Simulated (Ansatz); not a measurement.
The system is Cu.

```xyz
1
Lattice="0.0000 1.8075 1.8075 1.8075 0.0000 1.8075 1.8075 1.8075 0.0000" Properties=species:S:1:pos:R:3 pbc="T T T"
Cu    0.0000    0.0000    0.0000
```

Program: Ansatz 0.2.0. Alike in all runs: potentials or basis Ansatz PAW; no spin polarisation; cell as given; smearing fermi-dirac 0.05 eV.

**Question.** Order these runs on this cell by their pressure, lowest first.
A. level PBEsol; k mesh 13 × 13 × 13; cutoff (eV) 420; points for each segment of the path 14
B. level PBE; k mesh 13 × 13 × 13; cutoff (eV) 250
C. level PBE; k mesh 9 × 9 × 9; cutoff (eV) 420

**Answer.** A (-6.6 GPa), C (1.8 GPa), B (6.1 GPa).

Caveats: the pressure holds a Pulay correction of +225.3 GPa for the finite cutoff (some runs); the cutoff lies under the one recommended for these potentials (some runs); the PAW data sets come from PBE, with cores solved anew for the run's functional, which leaves a small shift of forces and pressure (some runs).
